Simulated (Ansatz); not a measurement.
# Cu under changes of volume

One of the cells (11.810 Å³/atom); the others are scaled copies at fixed shape and fractional positions:

```
Cu
1.0
     0.00000    1.80750    1.80750
     1.80750    0.00000    1.80750
     1.80750    1.80750    0.00000
Cu
1
Cartesian
  0.0000 0.0000 0.0000
```

- Program: Ansatz 0.2.0
- Functional: wPBEh
- Potentials or basis: Ansatz PAW
- Cutoff: 420 eV (not typed: the program's choice for these potentials)
- k mesh: 7 × 7 × 7
- Occupations: fermi-dirac, width 0.05 eV
- Spin: no spin polarisation

| volume (Å³/atom) | energy over the lowest point (meV/atom) | pressure (GPa) |
| --- | --- | --- |
| 11.102 | ? | ? |
| 11.338 | 15.31 | 8.2 |
| 11.574 | 5.66 | 4.9 |
| 11.810 | 0.82 | 1.9 |
| 12.047 | 0.00 | -0.8 |
| 12.283 | 2.88 | -3.1 |
| 12.519 | 9.14 | -5.2 |

Question: What does the run at 11.102 Å³/atom give?

Answer: Energy over the lowest point 30.28 meV/atom; pressure 12.1 GPa.

Worked out: A Birch-Murnaghan fit of order 3 (a polynomial in V^(-2/3)) to the other rows has its minimum at 11.98 Å³/atom with B0 = V·E''(V) = 132 GPa and B' = 4.9. It gives 30.11 meV/atom at 11.102 Å³/atom, against the run's 30.28, and -dE/dV = 12.0 GPa, against 12.1.

Energies are extrapolated to zero smearing.

Caveats: all runs use coarse meshes; the PAW data sets come from PBE, with cores solved anew for the run's functional, which leaves a small shift of forces and pressure; the thresholds are loose for stress.
